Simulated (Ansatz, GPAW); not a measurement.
This is a calculation of CuO for GPAW 26.7.0 (ASE script). Measurements of this composition are mostly on another form, of space group No. 15.

run.py

```python
from ase import Atoms
from ase.dft.bandgap import bandgap
from ase.io import write
from ase.units import Bohr, GPa
from gpaw import GPAW, PW, setup_paths
from gpaw.elf import elf_from_dft_calculation

setup_paths.insert(0, '.')

atoms = Atoms(['Cu', 'Cu', 'Cu', 'O', 'O', 'O'],
              cell=[[4.160937, 0.0, 0.0],
                    [0.0, 4.160937, 0.0],
                    [0.0, 0.0, 3.887643]],
              scaled_positions=[[0.5, 0.0, 0.5],
                                [0.0, 0.5, 0.5],
                                [0.0, 0.0, 0.0],
                                [0.0, 0.0, 0.5],
                                [0.5, 0.0, 0.0],
                                [0.0, 0.5, 0.0]],
              pbc=True)

calc = GPAW(mode=PW(800),
            xc='PBEsol',
            kpts={'size': (7, 7, 7), 'gamma': True},
            occupations={'name': 'fermi-dirac', 'width': 0.05},
            nbands=47,
            convergence={'density': 1e-05, 'energy': 1e-05},
            maxiter=150,
            txt='gpaw.txt')
atoms.calc = calc
energy = atoms.get_potential_energy()
forces = atoms.get_forces()
stress = atoms.get_stress()
calc.write('gs.gpw')
write('result.traj', atoms)
print(f'Energy: {energy:.6f} eV')
print('Forces (eV/A):')
print(forces.round(4))
print('Stress (GPa):', (stress / GPa).round(3))
print('Fermi level:', round(calc.get_fermi_level(), 4), 'eV')
print(f'Gap: {bandgap(calc)[0]:.4f} eV, direct: {bandgap(calc, direct=True)[0]:.4f} eV')

# fields on the real-space grid
write('density.cube', atoms, data=calc.get_pseudo_density() * Bohr**3)
write('potential.cube', atoms, data=calc.get_electrostatic_potential())
write('elf.cube', atoms, data=elf_from_dft_calculation(calc).data)
```

Potentials or basis: PAW data sets generated in the run's folder for this functional, pw.

Command:

```bash
$ gpaw-setup -f PBEsol Cu O
$ OMP_NUM_THREADS=1 python run.py
```

Q: Set up the same calculation for Ansatz 0.2.0. Potentials or basis there: Ansatz PAW, cutoff 420 eV.

A: As run (cutoffs and basis follow the program's own potentials, and thresholds, step limits or extra output files can differ):

input.yaml

```yaml
crystal:
  lattice:
    - [4.160937, 0.0, 0.0]
    - [0.0, 4.160937, 0.0]
    - [0.0, 0.0, 3.887643]
  atoms:
    - { symbol: Cu, position: [0.5, 0.0, 0.5] }
    - { symbol: Cu, position: [0.0, 0.5, 0.5] }
    - { symbol: Cu, position: [0.0, 0.0, 0.0] }
    - { symbol: O, position: [0.0, 0.0, 0.5] }
    - { symbol: O, position: [0.5, 0.0, 0.0] }
    - { symbol: O, position: [0.0, 0.5, 0.0] }
hamiltonian:
  xc: pbesol
  pseudopotentials: { kind: paw }
kpoints:
  mp_grid: { grid: [7, 7, 7] }
scf:
  occupations: { method: fermi_dirac, width: 0.05 }
output:
  forces: true
  stress: true
  eigenvalues: true
```

Potentials or basis: Ansatz PAW.

Launch:

```console
$ ansatz run input.yaml --threads 1 --pin off --max-ram 3584MiB --backend cpu --events-out ev --progress --plain --runs-dir out
```

Both were run:

|  | GPAW | Ansatz |
| --- | --- | --- |
| Pressure | -3.4 GPa | -5.5 GPa |

Ansatz's pressure holds a Pulay term of +0.68 GPa for its cutoff of 420 eV, which the other run lacks.

The potentials hold 51 and 75 valence electrons a cell.

Ansatz's potentials were made for PBE.

Where Ansatz's input types no cutoff or centring, it takes its own default and a Γ-centred mesh.

Pressure is positive in compression.
